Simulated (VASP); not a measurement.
Write the native input for VASP 6.6.1 that does the following.

* Task: band structure
* Functional: r2SCAN
* Dispersion: rVV10
* Potentials or basis: VASP PAW PBE potentials, release 64 (Ti_sv)
* Cutoff: 520 eV
* k mesh: 11 × 11 × 11
* Occupations: methfessel-paxton, width 0.2 eV
* Spin: no spin polarisation
* Hubbard terms: Ti d U = 5.3 eV
* Further INCAR settings: ALGO = Normal; EDIFF = 1e-07

The structure of Ti lies in POSCAR:

```
Ti
2.8709
    0.000000000000      0.707095335957      0.707095335957
    0.707095335957      0.000000000000      0.707095335957
    0.707095335957      0.707095335957      0.000000000000
Ti
1
Direct
    0.0000000000      0.0000000000      0.0000000000
```

This isn't the form of Ti at room conditions, which is hcp.

The input as run:

INCAR

```
SYSTEM = Ti
ALGO     = Normal         ! electronic algorithm
BPARAM   = 11.95        
CPARAM   = 0.0093       
EDIFF    = 1E-7           ! SCF threshold, eV
ENCUT    = 520            ! plane-wave cutoff, eV
ISIF     = 2              ! what is computed and relaxed
ISMEAR   = 1              ! smearing method
IVDW_NL  = 2            
LASPH    = .TRUE.         ! aspherical terms in the spheres
LCHARG   = .FALSE.        ! write CHGCAR
LDAU     = .TRUE.         ! DFT+U
LDAUJ    = 0            
LDAUL    = 2              ! shell
LDAUPRINT= 1            
LDAUTYPE = 2            
LDAUU    = 5.3            ! U, eV
LMAXMIX  = 4              ! l up to which the mixer works
LMIXTAU  = .TRUE.       
LREAL    = .FALSE.        ! projectors in reciprocal space
LUSE_VDW = .TRUE.       
LWAVE    = .FALSE.        ! write WAVECAR
METAGGA  = R2SCAN         ! meta-GGA
NELM     = 100            ! most SCF steps
PREC     = Accurate       ! precision mode
SIGMA    = 0.2            ! smearing width, eV
```

KPOINTS

```
k-points
0
G
  11 11 11
  0 0 0
```

KPOINTS_OPT

```
path GXWKGLUWLK,UX
10
line-mode
reciprocal
 0.0000000000  0.0000000000  0.0000000000  G
 0.5000000000  0.0000000000  0.5000000000  X

 0.5000000000  0.0000000000  0.5000000000  X
 0.5000000000  0.2500000000  0.7500000000  W

 0.5000000000  0.2500000000  0.7500000000  W
 0.3750000000  0.3750000000  0.7500000000  K

 0.3750000000  0.3750000000  0.7500000000  K
 0.0000000000  0.0000000000  0.0000000000  G

 0.0000000000  0.0000000000  0.0000000000  G
 0.5000000000  0.5000000000  0.5000000000  L

 0.5000000000  0.5000000000  0.5000000000  L
 0.6250000000  0.2500000000  0.6250000000  U

 0.6250000000  0.2500000000  0.6250000000  U
 0.5000000000  0.2500000000  0.7500000000  W

 0.5000000000  0.2500000000  0.7500000000  W
 0.5000000000  0.5000000000  0.5000000000  L

 0.5000000000  0.5000000000  0.5000000000  L
 0.3750000000  0.3750000000  0.7500000000  K

 0.6250000000  0.2500000000  0.6250000000  U
 0.5000000000  0.0000000000  0.5000000000  X
```

Potentials or basis: VASP PAW PBE potentials, release 64 (Ti_sv).

The run is started by

```sh
$ cat potpaw_PBE.64/Ti_sv/POTCAR > POTCAR
$ mpirun -np 1 vasp_std > vasp.out
```

Results of the run:

```yaml
Pressure: 20.4 GPa
Band_gap_along_the_path: none (metal or under the smearing width)
```

Caveat: the PAW data sets were made with another functional, which shifts forces and pressure a little; U without spin polarisation on a metal has little footing; the U is typed as a test and isn't derived for this compound.

Run time: 110 s on 1 thread of Intel(R) Xeon(R) Platinum 8488C (Sapphire Rapids), on a shared host, peak memory 0.22 GiB.
